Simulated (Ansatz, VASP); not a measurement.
# NaCl: VASP beside Ansatz

Contents of INCAR:

```
SYSTEM = NaCl
PREC = Accurate
ENCUT = 520
EDIFF = 1E-6
ISMEAR = -1
SIGMA = 0.03
LREAL = .FALSE.
LASPH = .TRUE.
NELM = 100
ALGO = Normal
ISIF = 2
LWAVE = .FALSE.
LCHARG = .TRUE.
GGA = PS
LELF = .TRUE.
LVHAR = .TRUE.
NBANDS = 14
```

The input KPOINTS:

```
regular mesh
0
G
  9 9 9
  0 0 0
```

The input POSCAR:

```
NaCl
1.0
    2.8600000000      0.0286000000      0.0286000000
    0.0286000000      2.8600000000      0.0286000000
    0.0286000000      0.0286000000      2.8600000000
Na Cl
1 1
Direct
    0.0000000000      0.0000000000      0.0000000000
    0.5000000000      0.5000000000      0.5000000000
```

Input for Ansatz:

```yaml
crystal:
  lattice:
    - [2.86, 0.0286, 0.0286]
    - [0.0286, 2.86, 0.0286]
    - [0.0286, 0.0286, 2.86]
  atoms:
    - { symbol: Na, position: [0.0, 0.0, 0.0] }
    - { symbol: Cl, position: [0.5, 0.5, 0.5] }
kpoints:
  mp_grid: { grid: [9, 9, 9] }
  band_path:
    path:
      - [0.0, 0.0, 0.0]
      - [0.5, 0.5, 0.5]
      - [0.5193194925, 0.4806805075, 0.5]
      - [0.5, -0.4806805075, 0.4806805075]
      - [0.5, 0.0, 0.0]
      - [0.0, 0.0, 0.0]
      - [0.4903402537, -0.4903402537, 0.0]
      - [0.5096597463, 0.0, 0.4903402537]
      - [0.5, 0.0, 0.5]
    npoints: 5
scf:
  occupations: { method: fermi_dirac, width: 0.03 }
hamiltonian:
  xc: pbesol
  pseudopotentials: { kind: all_electron, lapw: { basis_error: 0.0005 } }
output:
  forces: true
  stress: true
  eigenvalues: true
```

Change from the starting cell: equal xy, yz and zx shear strains of +2 %.

Alike in both runs: task single point; functional PBEsol; k mesh 9 × 9 × 9; occupations fermi-dirac, width 0.03 eV; no spin polarisation.

|  | VASP | Ansatz |
| --- | --- | --- |
| version | VASP 6.6.1 | Ansatz 0.2.0 |
| potentials or method | VASP PAW PBE potentials, release 64 (Na_pv, Cl) | all-electron LAPW, scalar-relativistic |
| plane-wave cutoff (eV) | 520 | see its input |

Ansatz gave:

- gap on the k mesh at the Fermi level (eV): 4.50
- pressure (GPa): 59.6
- largest component of the traceless stress (GPa): 1.23

Task: What did VASP give for the same quantities?

Result: gap on the k mesh at the Fermi level (eV): 4.55; pressure (GPa): 60.3; largest component of the traceless stress (GPa): 1.26.

Ansatz ran all-electron here, so the differences hold the error of VASP's frozen core and of both bases.

Caveats: the cell as given lies far from equilibrium; so large a pressure means that the cell lies far from this level's equilibrium, or that cutoff or potentials fall short (VASP); the potentials were made for another functional, which shifts forces and pressure (VASP); an odd mesh through Γ misses points on the zone boundary, where band edges often lie.
